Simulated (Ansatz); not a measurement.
HfS2 built on the CdI2 prototype at its r2SCAN+rVV10 geometry, in the plane-wave code Ansatz. One HSE06 run serves as the base. The settings are then varied one at a time, some on purpose to values that make no sense. Doubtful ones may also carry a cap on iterations. All numbers are computed, and spin polarisation is off unless an edit sets a moment.

Base input:
```yaml
crystal:
  lattice:
    - [3.6302959563, 0.0, 0.0]
    - [-1.8151479781, 3.1439285214, 0.0]
    - [0.0, 0.0, 5.8783581538]
  atoms:
    - { symbol: Hf, position: [0.0, 0.0, 0.0] }
    - { symbol: S, position: [0.3333333333, 0.6666666667, 0.2446279711] }
    - { symbol: S, position: [0.6666666667, 0.3333333333, 0.7553720289] }
kpoints:
  mp_grid: { grid: [6, 6, 2] }
hamiltonian:
  xc: hse06
scf:
  occupations: { method: fixed }
  n_extra_bands: 4
output:
  forces: true
  stress: true
  eigenvalues: true
```

Base results:
```
Basis set: ecut = 420 eV, 1315 PW (Γ)
Symmetry: 12 space group operations
Space group: P-3m1 (ITA 164)
k-points: 14 of 72
Exchange kernel: α = 0.2500, screened, ω = 0.2079 Å⁻¹, Wigner–Seitz truncation, v(0) = 1020.2634 eV·Å³, q-mesh 6×6×2
hybrid SCF converged: 3 outer / 15 inner (+4 warm-up)
Free energy (F): -17531.851511 eV
Fermi energy:    8.515076 eV
--- Forces (eV/Å), atoms counted from 1 ---
  atom   1  Hf      0.00000      0.00000      0.00000
  atom   2  S       0.00000      0.00000    -0.06362
  atom   3  S       0.00000      0.00000      0.06362
--- Stress (GPa, compression-positive) ---
        1.234365       0.000000       0.000000
        0.000000       1.234365       0.000000
        0.000000       0.000000       1.503309
  P = ⅓ Tr σ = 1.3240 GPa (13.240 kbar)
--- Band table (eV; the first three rows and the last of 14) ---
  k-point 0: bands = […, 3.2373, 5.3751, 5.3751, 8.3972, 8.3972, 8.5151, 11.3927, 11.3927, 12.1276, 14.9656]
  k-point 1: bands = […, 4.5086, 5.4198, 5.4198, 6.5297, 8.2553, 8.2553, 11.3443, 11.3443, 12.3978, 15.4441]
  k-point 2: bands = […, 3.6658, 5.0449, 5.5393, 6.7063, 7.7560, 8.4197, 11.2542, 12.1970, 12.5838, 14.5367]
  k-point 13: bands = […, 4.3644, 4.3644, 4.3723, 6.0207, 6.4859, 6.4859, 12.2801, 12.8923, 12.8923, 15.8259]
```
The gap over this mesh is 1.871 eV.

Run as `ansatz run input.yaml --threads 4 --pin off --max-ram 3686MiB --backend cpu --events-out ev --progress --plain --runs-dir out`. Wall time 23 s on 4 threads of Arm Neoverse N1 (shared host); peak host memory 1 GiB.

Q: What happens with this change?
```yaml
hamiltonian:
  pseudopotentials: { kind: paw, source: ansatz }
```

A: Another set of potentials replaces the default one; the cutoff becomes 520 eV and the cell holds 38 electrons (base 38). Stress and gap stay as in the base. Totals and absolute levels hang on the potentials; gap and stress can be compared.
```
Basis set: ecut = 520 eV, 1797 PW (Γ)
hybrid SCF converged: 3 outer / 15 inner (+7 warm-up)
Free energy (F): -17547.524133 eV
Fermi energy:    8.031005 eV
--- Forces (eV/Å), atoms counted from 1 ---
  atom   1  Hf      0.00000      0.00000      0.00000
  atom   2  S       0.00000      0.00000    -0.05937
  atom   3  S       0.00000      0.00000      0.05937
--- Stress (GPa, compression-positive) ---
        1.262391       0.000000       0.000000
        0.000000       1.262391       0.000000
        0.000000       0.000000       1.533569
  P = ⅓ Tr σ = 1.3528 GPa (13.528 kbar)
```

Q: Predict the outcome of this edit.
```yaml
hamiltonian:
  xc:
    exchange: pbe
    correlation: pbe
    exx: { coeff: 1.0, omega: 0.2078 }
```

A: That is 100 % exact exchange, screened with ω = 0.2078 1/Å, against HSE06's 25 % screened at 0.208 1/Å. The mean stress moves by -2.1 GPa and the gap on the mesh by +3.032 eV (to 4.902). Totals of different functionals aren't comparable. The program warns that on this mesh the truncation of the exchange isn't bounded, so part of the change can be an error of the mesh.
```
Exchange kernel: α = 1.0000, screened, ω = 0.2078 Å⁻¹, Wigner–Seitz truncation, v(0) = 1020.9059 eV·Å³, q-mesh 6×6×2
hybrid SCF converged: 4 outer / 21 inner (+4 warm-up)
Free energy (F): -17538.664055 eV
Fermi energy:    6.615739 eV
--- Forces (eV/Å), atoms counted from 1 ---
  atom   1  Hf      0.00000      0.00000      0.00000
  atom   2  S       0.00000      0.00000    -0.46196
  atom   3  S       0.00000      0.00000      0.46196
--- Stress (GPa, compression-positive) ---
       -0.352858       0.000000       0.000000
        0.000000      -0.352858       0.000000
        0.000000       0.000000      -1.627778
  P = ⅓ Tr σ = -0.7778 GPa (-7.778 kbar)
```

Q: The input is altered as follows. How does the run end?
```yaml
hamiltonian:
  xc: { exchange: pbe, correlation: pbe, exx: { coeff: 0.3 } }
```

A: That is 30 % exact exchange, at all ranges, against HSE06's 25 % screened at 0.208 1/Å. The mean stress moves by -0.2 GPa and the gap on the mesh by +1.022 eV (to 2.892). Totals of different functionals aren't comparable.
Lines that differ from the base's log, and the results:
```
hybrid SCF converged: 3 outer / 21 inner (+4 warm-up)
Free energy (F): -17529.924179 eV
Fermi energy:    7.969352 eV
--- Forces (eV/Å), atoms counted from 1 ---
  atom   1  Hf      0.00000      0.00000      0.00000
  atom   2  S       0.00000      0.00000    -0.09030
  atom   3  S       0.00000      0.00000      0.09030
--- Stress (GPa, compression-positive) ---
        1.063161       0.000000       0.000000
        0.000000       1.063161       0.000000
        0.000000       0.000000       1.203967
  P = ⅓ Tr σ = 1.1101 GPa (11.101 kbar)
--- Band table (eV; the first three rows and the last of 14) ---
  k-point 0: bands = […, 2.5085, 4.7209, 4.7209, 7.8705, 7.8705, 7.9694, 11.9005, 11.9005, 12.6711, 15.5173]
  k-point 1: bands = […, 3.8305, 4.7659, 4.7659, 5.9096, 7.7243, 7.7243, 11.8514, 11.8514, 12.9357, 16.0184]
  k-point 2: bands = […, 2.9505, 4.3780, 4.8901, 6.1153, 7.2082, 7.8729, 11.7565, 12.7345, 13.1329, 15.0638]
  k-point 13: bands = […, 3.6731, 3.6731, 3.6832, 5.3764, 5.8695, 5.8695, 12.8248, 13.4523, 13.4523, 16.3934]
```

Q: Predict the outcome of this edit.
```yaml
hamiltonian:
  xc: { exchange: pbe, correlation: pbe, exx: { coeff: 0.05, omega: 0.3 } }
```

A: That is 5 % exact exchange, screened with ω = 0.3 1/Å, against HSE06's 25 % screened at 0.208 1/Å. The mean stress moves by +0.7 GPa and the gap on the mesh by -0.714 eV (to 1.157). Totals of different functionals aren't comparable.
```
Exchange kernel: α = 0.0500, screened, ω = 0.3000 Å⁻¹, Wigner–Seitz truncation, v(0) = 501.4118 eV·Å³, q-mesh 6×6×2
hybrid SCF converged: 2 outer / 11 inner (+4 warm-up)
Free energy (F): -17530.456795 eV
Fermi energy:    8.971342 eV
--- Forces (eV/Å), atoms counted from 1 ---
  atom   1  Hf      0.00000      0.00000      0.00000
  atom   2  S       0.00000      0.00000      0.07416
  atom   3  S       0.00000      0.00000    -0.07416
--- Stress (GPa, compression-positive) ---
        1.868295       0.000000       0.000000
        0.000000       1.868295       0.000000
        0.000000       0.000000       2.462040
  P = ⅓ Tr σ = 2.0662 GPa (20.662 kbar)
```

Q: Predict the outcome of this edit.
```yaml
hamiltonian:
  xc: { exchange: pbe, correlation: pbe, exx: { coeff: 0.75, omega: 0.5 } }
```

A: That is 75 % exact exchange, screened with ω = 0.5 1/Å, against HSE06's 25 % screened at 0.208 1/Å. The mean stress moves by -0.8 GPa and the gap on the mesh by +0.425 eV (to 2.295). Totals of different functionals aren't comparable.
```
Exchange kernel: α = 0.7500, screened, ω = 0.5000 Å⁻¹, Wigner–Seitz truncation, v(0) = 180.9507 eV·Å³, q-mesh 6×6×2
hybrid SCF converged: 4 outer / 21 inner (+4 warm-up)
Free energy (F): -17535.241920 eV
Fermi energy:    8.165392 eV
--- Forces (eV/Å), atoms counted from 1 ---
  atom   1  Hf      0.00000      0.00000      0.00000
  atom   2  S       0.00000      0.00000    -0.23092
  atom   3  S       0.00000      0.00000      0.23092
--- Stress (GPa, compression-positive) ---
        0.748604       0.000000       0.000000
        0.000000       0.748604       0.000000
        0.000000       0.000000       0.150565
  P = ⅓ Tr σ = 0.5493 GPa (5.493 kbar)
--- Band table (eV; the first three rows and the last of 14) ---
  k-point 0: bands = […, 2.6961, 4.8706, 4.8706, 7.9949, 7.9949, 8.1654, 11.6047, 11.6047, 12.3720, 15.2585]
  k-point 1: bands = […, 4.0267, 4.9196, 4.9196, 6.1202, 7.8497, 7.8497, 11.5493, 11.5493, 12.6489, 15.7476]
  k-point 2: bands = […, 3.1370, 4.5262, 5.0276, 6.2895, 7.3695, 8.0741, 11.4087, 12.4343, 12.8217, 14.7680]
  k-point 13: bands = […, 3.8316, 3.8434, 3.8434, 5.5511, 6.0421, 6.0421, 12.5498, 13.1423, 13.1423, 16.1224]
```

No spin-orbit coupling is included; it can move band edges with weight on the heavy atoms by tenths of an eV.

The program warns that its thresholds are loose for a hybrid's stress.

The meshes of the hybrids are coarse, so their gaps aren't converged to the digits shown.
